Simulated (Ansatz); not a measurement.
The system is TaN.

```
Ta N
1.0
     5.19600    0.00000    0.00000
    -2.59800    4.49987    0.00000
     0.00000    0.00000    2.91100
Ta N
3 3
Direct
  0.00000 0.00000 0.00000
  0.66667 0.33333 0.50000
  0.33333 0.66667 0.50000
  0.00000 0.39285 0.00000
  0.60715 0.60715 0.00000
  0.39285 0.00000 0.00000
```

Base run:

```yaml
Program: Ansatz 0.2.0
Functional: BLYP
Potentials_or_basis: Ansatz PAW
Cutoff: 420 eV
Density_cutoff: 1680 eV
k_mesh: 6 × 6 × 9
Occupations: fermi-dirac, width 0.05 eV
Spin: no spin polarisation
```

Its results: band gap on the k mesh none (metal or under the smearing width); pressure 15.3 GPa; largest force 0.042 eV/Å.

After a change of settings the same cell gave: band gap on the k mesh none (metal or under the smearing width); pressure -10.0 GPa; largest force 0.051 eV/Å. Which change was it?
A. functional from BLYP to LDA
B. functional from BLYP to r2SCAN; cutoff from 420 eV to 500 eV; density cutoff from 1680 eV to 2000 eV
C. functional from BLYP to PBEsol

A.

LDA binds more tightly than BLYP, so the same cell stands under less pressure.

Caveats: the PAW data sets come from PBE, with cores solved anew for the run's functional, which leaves a small shift of forces and pressure; the potentials were made for another functional, which shifts forces and pressure (some runs); so large a pressure means that the cell lies far from this level's equilibrium, or that cutoff or potentials fall short (some runs).

Not every run made on this cell is shown here.
